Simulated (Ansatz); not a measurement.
**The perfect armchair graphene nanoribbon (N = 10, H edges)**

Aim: is the armchair graphene nanoribbon (N = 10, H edges) a metal or a semiconductor?

Calculated with Ansatz 0.2.0; DFT PBE, plane waves, PAW; relaxation of a wire's period, in the first sound run; inputs show where later runs differ.

**1. The starting structure**

The cell holds 24 atoms: 20 C and 4 H. Its edges and angles: a = 19.921 Å, b = 7.000 Å, c = 4.260 Å, α = 90.0°, β = 90.0°, γ = 90.0°. Vacuum lies along a and b. The structure's axis is c.

**2. Relaxation of atoms and period**

Band widths follow the bond lengths, so the wire is relaxed first. The atoms and the third cell vector are free; the box across stays fixed as vacuum. A Fermi-Dirac smearing is set since the result may be a metal. The pressure printed is a third of the stress's trace over the whole box, vacuum included; only the stress along the axis is relaxed.

The input, input.yaml:

```yaml
crystal:
  lattice:
    - [19.921, 0.0, 0.0]
    - [0.0, 7.0, 0.0]
    - [0.0, 0.0, 4.26]
  atoms:
    - { symbol: C, position: [0.222210089, 0.5, 0.0] }
    - { symbol: C, position: [0.345673376, 0.5, 0.0] }
    - { symbol: C, position: [0.469136664, 0.5, 0.0] }
    - { symbol: C, position: [0.592599951, 0.5, 0.0] }
    - { symbol: C, position: [0.716063238, 0.5, 0.0] }
    - { symbol: C, position: [0.222210089, 0.5, 0.333333333] }
    - { symbol: C, position: [0.345673376, 0.5, 0.333333333] }
    - { symbol: C, position: [0.469136664, 0.5, 0.333333333] }
    - { symbol: C, position: [0.592599951, 0.5, 0.333333333] }
    - { symbol: C, position: [0.716063238, 0.5, 0.333333333] }
    - { symbol: H, position: [0.82431098, 0.5, 0.374413146] }
    - { symbol: H, position: [0.175693991, 0.5, 0.458920188] }
    - { symbol: C, position: [0.283941733, 0.5, 0.5] }
    - { symbol: C, position: [0.40740502, 0.5, 0.5] }
    - { symbol: C, position: [0.530868307, 0.5, 0.5] }
    - { symbol: C, position: [0.654331595, 0.5, 0.5] }
    - { symbol: C, position: [0.777794882, 0.5, 0.5] }
    - { symbol: C, position: [0.283941733, 0.5, 0.833333333] }
    - { symbol: C, position: [0.40740502, 0.5, 0.833333333] }
    - { symbol: C, position: [0.530868307, 0.5, 0.833333333] }
    - { symbol: C, position: [0.654331595, 0.5, 0.833333333] }
    - { symbol: C, position: [0.777794882, 0.5, 0.833333333] }
    - { symbol: H, position: [0.175693991, 0.5, 0.874413146] }
    - { symbol: H, position: [0.82431098, 0.5, 0.958920188] }
kpoints:
  mp_grid: { grid: [1, 1, 19] }
scf:
  occupations: { method: fermi_dirac, width: 0.05 }
hamiltonian:
  xc: pbe
relax:
  cell: { fix: [a, b, alpha, beta, gamma] }
  max_steps: 45
  f_tol: 0.03
```

Launch:

```console
$ ansatz run input.yaml --threads 4 --pin off --max-ram 16384MiB --backend cpu --events-out ev --progress --plain --runs-dir out
```

Numbers of over 12 decimals in the logs are rounded to 6 here.

Output:

```text
Engine: ansatz 0.2.0, aarch64-unknown-linux-gnu
Pseudopotentials: kind: paw
Pseudopotential: C, paw, valence charge 4, recommended cutoff 420 eV (normal), C.paw.azcp
Pseudopotential: H, paw, valence charge 1, recommended cutoff 420 eV (normal), H.paw.azcp
Functional definition: PBE
  parameter kappa = 0.804
  parameter beta = 0.066725
  exchange = pbe_x(kappa = kappa, mu = beta*pi^2/3)
  correlation = pbe_c(beta = beta)
Crystal: 24 atoms, lattice volume = 594.044 Å³
Basis set: ecut = 420 eV, 11599 PW (Γ), exchange–correlation on 270×96×60 points (8 copies of the dense FFT grid, shifted against one another)
Bands: 66, of which v1, the nominal top of the filled ones, is band 42 counted from 1 (41 counted from 0)
Symmetry: 8 space group operations
Space group: Pmma (ITA 51), of the structure as read, at distance tolerance 8.4e-5 Å
k-points: 10 of 19
Non-local potential: C, projectors of the file, l = 0: 2, l = 1: 2, l = 2: 1
Non-local potential: H, projectors of the file, l = 0: 2, l = 1: 1
PAW form: soft (Blöchl's): semilocal exchange-correlation on the pseudo side does not see the compensation charge
PAW one-centre angular grid: C, 110 points (default); XC on 64 Gauss nodes
PAW one-centre angular grid: H, 110 points (default); XC on 64 Gauss nodes
Initial density: superposition of atomic densities (neutral atoms: chi_scale 0, normalization atom), corrected by the library's trained network
Initial wavefunctions: pseudopotential atomic-orbital guess
Functional: x = pbe(κ = 0.804, μ = 0.219515), c = pbe(β = 0.066725)
SCF iter   1: F=—  HF=-5081.865461 eV  |F-HF|=—  |Δ(HF+E_count)|=         —  Δρ=2.54e-3  dr2=1.33e-1  ethr=1.77e-3  ⟨swp⟩=10.4  Hψ=4047  notcnv=0  defer=113
preconditioner: auto → Resta (q_TF=auto, 1.969 Å⁻¹)  ε∞=2.0  [insulator: Δε(μ)=1.070 eV  Ē_g=14.287 eV  σ=0.050 eV  W_gap=1.00  n_scr=90 (ndim 8)  ℏωp=14.0 eV  f_vac=0.606  D(μ)=0.00/eV (n_scr^D=0)  ε∞_Penn≈2.0  vacuum switching on, ρ_ref=1.5e-2 e/Å³]
SCF iter   2: F=—  HF=-5081.845463 eV  |F-HF|=—  |Δ(HF+E_count)|=   2.00e-2  Δρ=2.05e-3  dr2=6.22e-2  ethr=1.58e-4  ⟨swp⟩=2.3  Hψ=1057  notcnv=0  defer=157
SCF iter   3: F=—  HF=-5081.836411 eV  |F-HF|=—  |Δ(HF+E_count)|=   9.05e-3  Δρ=9.77e-4  dr2=8.71e-3  ethr=7.41e-5  ⟨swp⟩=2.0  Hψ=801  notcnv=0  defer=157
SCF iter   4: F=—  HF=-5081.836000 eV  |F-HF|=—  |Δ(HF+E_count)|=   4.12e-4  Δρ=3.85e-4  dr2=1.10e-3  ethr=1.04e-5  ⟨swp⟩=2.1  Hψ=898  notcnv=0  defer=157
SCF iter   5: F=—  HF=-5081.836732 eV  |F-HF|=—  |Δ(HF+E_count)|=   7.32e-4  Δρ=1.12e-4  dr2=5.79e-5  ethr=1.31e-6  ⟨swp⟩=2.7  Hψ=916  notcnv=0  defer=157
SCF iter   6: F=—  HF=-5081.837017 eV  |F-HF|=—  |Δ(HF+E_count)|=   2.85e-4  Δρ=3.57e-5  dr2=6.25e-6  ethr=6.89e-8  ⟨swp⟩=2.3  Hψ=1098  notcnv=0  defer=157
SCF iter   7: F=—  HF=-5081.837019 eV  |F-HF|=—  |Δ(HF+E_count)|=   2.04e-6  Δρ=9.10e-6  dr2=6.05e-7  ethr=7.45e-9  ⟨swp⟩=2.3  Hψ=862  notcnv=0  defer=157
SCF iter   8: F=-5081.837019 eV  HF=-5081.837019 eV  |F-HF|=1.74e-7  |Δ(HF+E_count)|=   4.29e-9  Δρ=3.24e-6  dr2=3.79e-8  ethr=1.19e-10  ⟨swp⟩=5.0  Hψ=2184  notcnv=0
SCF 1 converged in 8 iterations: F = -5081.837019 eV  dr2 = 3.79e-8
  greatest PAW one-centre occupation: 0.674 electrons in one spin orbital (limit 2), on the C atom at site 20 (counted from 0), in its partial waves of l = 0
relax step   1: F+E_penalty+E_count = -5081.83701938 eV  Δ(F+E_penalty+E_count) = +0.000e0 eV  max|allowed force component| = 2.416e0 eV/Å  Δτ_max = 0.0000 Å  P = +0.598 GPa  Ω = 594.044 Å³  fix = [a, b, alpha, beta, gamma]  reactions: a +0.673, b +0.109 GPa  (8 SCF iters, dr2 threshold 1.00e-7 eV, accepted)
Crystal: 24 atoms, lattice volume = 597.691 Å³
Basis set: ecut = 420 eV, 11719 PW (Γ), exchange–correlation on 270×96×60 points (8 copies of the dense FFT grid, shifted against one another)
Initial density: handed on by an earlier stage of this run
Initial wavefunctions: those handed on with the density
iter 1 solved again at ethr=9.57e-5 eV; its pass at ethr=3.10e-3 eV (dr2=8.04e-2 eV) is discarded
SCF iter   1: F=—  HF=-5082.056781 eV  |F-HF|=—  |Δ(HF+E_count)|=         —  Δρ=4.22e-3  dr2=8.35e-2  ethr=9.57e-5  ⟨swp⟩=5.7  Hψ=2840  notcnv=0
preconditioner: auto → Resta (q_TF=auto, 1.967 Å⁻¹)  ε∞=2.0  [insulator: Δε(μ)=1.094 eV  Ē_g=13.987 eV  σ=0.050 eV  W_gap=1.00  n_scr=90 (ndim 8)  ℏωp=13.9 eV  f_vac=0.609  D(μ)=0.00/eV (n_scr^D=0)  ε∞_Penn≈2.0  vacuum switching on, ρ_ref=1.4e-2 e/Å³]
SCF iter   2: F=—  HF=-5082.038114 eV  |F-HF|=—  |Δ(HF+E_count)|=   1.87e-2  Δρ=1.78e-3  dr2=1.70e-2  ethr=9.57e-5  ⟨swp⟩=3.1  Hψ=1200  notcnv=0
SCF iter   3: F=—  HF=-5082.036871 eV  |F-HF|=—  |Δ(HF+E_count)|=   1.24e-3  Δρ=8.94e-4  dr2=8.03e-3  ethr=2.02e-5  ⟨swp⟩=3.0  Hψ=1110  notcnv=0  defer=2
SCF iter   4: F=—  HF=-5082.035849 eV  |F-HF|=—  |Δ(HF+E_count)|=   1.02e-3  Δρ=3.18e-4  dr2=5.54e-4  ethr=9.56e-6  ⟨swp⟩=2.0  Hψ=832  notcnv=0  defer=2
SCF iter   5: F=—  HF=-5082.036083 eV  |F-HF|=—  |Δ(HF+E_count)|=   2.33e-4  Δρ=1.03e-4  dr2=3.80e-5  ethr=6.59e-7  ⟨swp⟩=2.0  Hψ=852  notcnv=0  defer=2
SCF iter   6: F=—  HF=-5082.036094 eV  |F-HF|=—  |Δ(HF+E_count)|=   1.13e-5  Δρ=2.34e-5  dr2=2.56e-6  ethr=4.53e-8  ⟨swp⟩=2.3  Hψ=975  notcnv=0  defer=2
SCF iter   7: F=-5082.036095 eV  HF=-5082.036095 eV  |F-HF|=1.31e-7  |Δ(HF+E_count)|=   1.12e-6  Δρ=6.59e-6  dr2=3.41e-7  ethr=2.86e-9  ⟨swp⟩=4.0  Hψ=1913  notcnv=0
SCF 2 converged in 7 iterations: F = -5082.036095 eV  dr2 = 3.41e-7
  greatest PAW one-centre occupation: 0.676 electrons in one spin orbital (limit 2), on the C atom at site 21 (counted from 0), in its partial waves of l = 0
relax step   2: F+E_penalty+E_count = -5082.03609495 eV  Δ(F+E_penalty+E_count) = -1.991e-1 eV  max|allowed force component| = 7.421e-1 eV/Å  Δτ_max = 0.0451 Å  P = +0.182 GPa  Ω = 597.691 Å³  energy of the carried Pulay correction = -3.971e-3 eV  fix = [a, b, alpha, beta, gamma]  reactions: a +0.381, b +0.101 GPa  (7 SCF iters, dr2 threshold 2.40e-6 eV, accepted)
Crystal: 24 atoms, lattice volume = 598.284 Å³
Basis set: ecut = 420 eV, 11735 PW (Γ), exchange–correlation on 270×96×60 points (8 copies of the dense FFT grid, shifted against one another)
iter 1 solved again at ethr=1.46e-5 eV; its pass at ethr=3.10e-3 eV (dr2=1.23e-2 eV) is discarded
SCF iter   1: F=—  HF=-5082.056387 eV  |F-HF|=—  |Δ(HF+E_count)|=         —  Δρ=1.71e-3  dr2=1.26e-2  ethr=1.46e-5  ⟨swp⟩=2.7  Hψ=2544  notcnv=0
preconditioner: auto → Resta (q_TF=auto, 1.967 Å⁻¹)  ε∞=2.0  [insulator: Δε(μ)=1.133 eV  Ē_g=13.989 eV  σ=0.050 eV  W_gap=1.00  n_scr=90 (ndim 8)  ℏωp=13.9 eV  f_vac=0.608  D(μ)=0.00/eV (n_scr^D=0)  ε∞_Penn≈2.0  vacuum switching on, ρ_ref=1.4e-2 e/Å³]
[...]
SCF 3 converged in 6 iterations: F = -5082.053215 eV  dr2 = 2.98e-7
  greatest PAW one-centre occupation: 0.678 electrons in one spin orbital (limit 2), on the C atom at site 21 (counted from 0), in its partial waves of l = 0
relax step   3: F+E_penalty+E_count = -5082.05321469 eV  Δ(F+E_penalty+E_count) = -1.712e-2 eV  max|allowed force component| = 6.014e-2 eV/Å  Δτ_max = 0.0158 Å  P = +0.066 GPa  Ω = 598.284 Å³  energy of the carried Pulay correction = -4.613e-3 eV  fix = [a, b, alpha, beta, gamma]  reactions: a -0.012, b +0.100 GPa  (6 SCF iters, dr2 threshold 2.40e-6 eV, accepted)
[...]
relax step   4: F+E_penalty+E_count = -5082.05333838 eV  Δ(F+E_penalty+E_count) = -1.237e-4 eV  max|allowed force component| = 1.061e-2 eV/Å  Δτ_max = 0.0021 Å  P = +0.030 GPa  Ω = 598.416 Å³  energy of the carried Pulay correction = -4.757e-3 eV  fix = [a, b, alpha, beta, gamma]  reactions: a -0.005, b +0.100 GPa  (5 SCF iters, dr2 threshold 2.26e-7 eV, accepted)
Initial wavefunctions: pseudopotential atomic-orbital guess (no wavefunctions were taken with the density)
iter 1 solved again at ethr=3.90e-7 eV; its pass at ethr=3.10e-3 eV (dr2=3.27e-4 eV) is discarded
SCF iter   1: F=—  HF=-5082.056954 eV  |F-HF|=—  |Δ(HF+E_count)|=         —  Δρ=4.48e-5  dr2=9.05e-7  ethr=3.90e-7  ⟨swp⟩=12.1  Hψ=8015  notcnv=0  defer=17
preconditioner: auto → Resta (q_TF=auto, 1.967 Å⁻¹)  ε∞=2.0  [insulator: Δε(μ)=1.121 eV  Ē_g=14.000 eV  σ=0.050 eV  W_gap=1.00  n_scr=90 (ndim 8)  ℏωp=13.9 eV  f_vac=0.608  D(μ)=0.00/eV (n_scr^D=0)  ε∞_Penn≈2.0  vacuum switching on, ρ_ref=1.4e-2 e/Å³]
SCF iter   2: F=—  HF=-5082.057713 eV  |F-HF|=—  |Δ(HF+E_count)|=   7.58e-4  Δρ=2.26e-5  dr2=2.25e-7  ethr=1.08e-9  ⟨swp⟩=3.0  Hψ=1347  notcnv=0  defer=11
SCF iter   3: F=—  HF=-5082.057980 eV  |F-HF|=—  |Δ(HF+E_count)|=   2.67e-4  Δρ=3.11e-6  dr2=7.08e-8  ethr=2.67e-10  ⟨swp⟩=2.4  Hψ=1011  notcnv=0  defer=11
SCF iter   4: F=—  HF=-5082.057985 eV  |F-HF|=—  |Δ(HF+E_count)|=   5.90e-6  Δρ=9.37e-7  dr2=1.81e-8  ethr=8.42e-11  ⟨swp⟩=2.0  Hψ=797  notcnv=0  defer=11
SCF iter   5: F=—  HF=-5082.057986 eV  |F-HF|=—  |Δ(HF+E_count)|=   1.52e-7  Δρ=4.38e-7  dr2=9.85e-10  ethr=2.16e-11  ⟨swp⟩=2.0  Hψ=706  notcnv=0  defer=11
SCF iter   6: F=-5082.057986 eV  HF=-5082.057986 eV  |F-HF|=2.52e-9  |Δ(HF+E_count)|=   1.36e-9  Δρ=1.28e-7  dr2=1.31e-10  ethr=1.00e-12  ⟨swp⟩=5.0  Hψ=2192  notcnv=0
SCF 5 converged in 6 iterations: F = -5082.057986 eV  dr2 = 1.31e-10
  greatest PAW one-centre occupation: 0.678 electrons in one spin orbital (limit 2), on the C atom at site 16 (counted from 0), in its partial waves of l = 0
relax step   5: F+E_penalty+E_count = -5082.05798563 eV  Δ(F+E_penalty+E_count) = -4.647e-3 eV  max|allowed force component| = 1.126e-2 eV/Å  Δτ_max = 0.0000 Å  P = +0.040 GPa  Ω = 598.416 Å³  fix = [a, b, alpha, beta, gamma]  reactions: a -0.009, b +0.122 GPa  stress off target by 5.45e-3 GPa on what of the cell is left free  SCF on the basis re-selected at this cell (its energy is not comparable with the rows above)  (6 SCF iters)
basis re-selected at this cell: Δ(F+E_penalty+E_count) = -4.647e-3 eV, ΔP = +0.010 GPa vs the last step (what re-selecting the basis moved, of the pressure what is left beyond the Pulay correction that the steps carried, after the strain that the cell walked since its last selection, with what the two solves' SCF thresholds leave and, on support functions, any second-order correction that the steps lacked; it is no m [...]
SCF converged after 6 iterations
Free energy (F): -5082.057986 eV
Harris-Foulkes:  -5082.057986 eV  (|F-HF|=2.52e-9)
Internal energy: -5082.057983 eV  (E = F + TS)
E sigma→0 (E₀):  -5082.057984 eV
Entropy (-TS):   -0.000002 eV (-0.000 meV/atom)
Fermi energy:    -0.554032 eV
--- Per-component energies (eV) ---
  E_band       = -797.553558
  E_kinetic    = 1868.643171
  E_local      = -17640.833216  (includes V_loc(G=0)·N_el)
  E_nonlocal   = 552.968059
  E_hartree    = 7896.234038
  E_xc         = -994.077118
  E_vxc        = -1232.118028  (∫ρ·V_xc dr)
  E_paw        = -1988.996351  (= ΣΔE_a)
  E_vpaw       = -138.676839  (= ΣTr[D̂ρ^β])
  E_aug_tail   = -0.005403  (compensation charges beyond the density's cutoff)
  E_ewald      = 5224.008836
  E_smearing   = -0.000002  (= −TS)
  E_closure    = -0.000000  (closes the sum)
  Σ components = -5082.057986   (vs F -5082.057986, Δ=0.00e0)
--- Forces (eV/Å), atoms counted from 1 ---
  atom   1  C     -0.00517312    -0.00000000     0.00981409
  atom   2  C     -0.00564627     0.00000000    -0.00535933
  atom   3  C      0.00497371     0.00000000    -0.00883725
  atom   4  C     -0.00158083    -0.00000000     0.00324220
  atom   5  C     -0.00410189     0.00000000    -0.01125560
  atom   6  C     -0.00517312     0.00000000    -0.00981409
  atom   7  C     -0.00564627    -0.00000000     0.00535933
  atom   8  C      0.00497371    -0.00000000     0.00883725
  atom   9  C     -0.00158083     0.00000000    -0.00324220
  atom  10  C     -0.00410189    -0.00000000     0.01125560
  atom  11  H     -0.00474249     0.00000000    -0.00290743
  atom  12  H      0.00474249    -0.00000000     0.00290743
  atom  13  C      0.00410189     0.00000000    -0.01125560
  atom  14  C      0.00158083    -0.00000000     0.00324220
  atom  15  C     -0.00497371     0.00000000    -0.00883725
  atom  16  C      0.00564627     0.00000000    -0.00535933
  atom  17  C      0.00517312    -0.00000000     0.00981409
  atom  18  C      0.00410189    -0.00000000     0.01125560
  atom  19  C      0.00158083     0.00000000    -0.00324220
  atom  20  C     -0.00497371    -0.00000000     0.00883725
  atom  21  C      0.00564627    -0.00000000     0.00535933
  atom  22  C      0.00517312     0.00000000    -0.00981409
  atom  23  H      0.00474249     0.00000000    -0.00290743
  atom  24  H     -0.00474249    -0.00000000     0.00290743
  max |Σ_I F_I| component: 1.21e-17 eV/Å
--- Stress (GPa, compression-positive) ---
       -0.008942       0.000000       0.000000
        0.000000       0.122413      -0.000000
        0.000000      -0.000000       0.005449
  P = ⅓ Tr σ = 0.0396 GPa (0.396 kbar)
--- Relaxed structure (4 steps of the walk, 4 accepted, 1 SCFs on fresh bases) ---
  F+E_penalty+E_count = -5082.05798563 eV   max|allowed force component| = 1.126e-2 eV/Å   (the final SCF, on the basis selected at the relaxed cell)
  cell:  # Å, volume = 598.4162 Å³
    - [19.921, 0, 0]
    - [0, 7.0, 0]
    - [0, 0, 4.291353]
  atoms:
    - { symbol: C, position: [0.222892, 0.500000, 0.00704702] }
    - { symbol: C, position: [0.345136, 0.500000, -0.000163145] }
    - { symbol: C, position: [0.469139, 0.500000, -0.000142414] }
    - { symbol: C, position: [0.592747, 0.500000, 0.000912269] }
    - { symbol: C, position: [0.716607, 0.500000, -0.000948303] }
    - { symbol: C, position: [0.222892, 0.500000, 0.326286] }
    - { symbol: C, position: [0.345136, 0.500000, 0.333496] }
    - { symbol: C, position: [0.469139, 0.500000, 0.333476] }
    - { symbol: C, position: [0.592747, 0.500000, 0.332421] }
    - { symbol: C, position: [0.716607, 0.500000, 0.334282] }
    - { symbol: H, position: [0.825210, 0.500000, 0.387213] }
    - { symbol: H, position: [0.174790, 0.500000, 0.446121] }
    - { symbol: C, position: [0.283393, 0.500000, 0.499052] }
    - { symbol: C, position: [0.407253, 0.500000, 0.500912] }
    - { symbol: C, position: [0.530861, 0.500000, 0.499858] }
    - { symbol: C, position: [0.654864, 0.500000, 0.499837] }
    - { symbol: C, position: [0.777108, 0.500000, 0.507047] }
    - { symbol: C, position: [0.283393, 0.500000, 0.834282] }
    - { symbol: C, position: [0.407253, 0.500000, 0.832421] }
    - { symbol: C, position: [0.530861, 0.500000, 0.833476] }
    - { symbol: C, position: [0.654864, 0.500000, 0.833496] }
    - { symbol: C, position: [0.777108, 0.500000, 0.826286] }
    - { symbol: H, position: [0.174790, 0.500000, 0.887213] }
    - { symbol: H, position: [0.825210, 0.500000, 0.946121] }
```

Run time: 39 s. Hardware: 4 threads of Arm Neoverse V1, shared host; peak memory 1.3 GiB; 2.4 min of CPU time.

The steps of the relaxation:

```tsv
step	energy less that of the first step (eV)	largest force component (eV/Å)	pressure (GPa)	volume (Å³)
1	0.0000	2.4160	0.60	594.04
2	-0.1991	0.7421	0.18	597.69
3	-0.2162	0.0601	0.07	598.28
4	-0.2163	0.0106	0.03	598.42
5*	-0.2210	0.0113	0.04	598.42
```

Relaxation steps marked * repeat the geometry before them on a plane-wave basis chosen anew for their cell, so energy and pressure can jump there.

Forces are held to the 8 operations that the run works with; a distortion that breaks them can't arise in this run.

```tsv
cell as run	before	after	change
c (Å)	4.260	4.291	+0.7 %
```

The atoms that moved most (Å, along periodic axes as changes of fractional coordinates times the final cell, across vacuum about the mean position):

```tsv
atom	dx	dy	dz	length
H24	0.018	0.000	-0.055	0.058
H12	-0.018	0.000	-0.055	0.058
H11	0.018	0.000	0.055	0.058
H23	-0.018	0.000	0.055	0.058
C17	-0.014	0.000	0.030	0.033
C1	0.014	0.000	0.030	0.033
C22	-0.014	0.000	-0.030	0.033
C6	0.014	0.000	-0.030	0.033
```

This step gave:

| Property | Result |
| --- | --- |
| cell length along the wire | 4.291 Å |

The cell's length comes to 4.291 Å with spin left out.

(Continued in part 2 of 3.)

[Logs are printed without paths, hosts, clocks, repeated set-up lines and the standing remarks that a program may print on its own settings, such as how far it seeks lower states.]

[Hosts, paths, dates, database ids (printed as entryN), source tags and the programs' standing remarks are cut or masked in the printed files.]
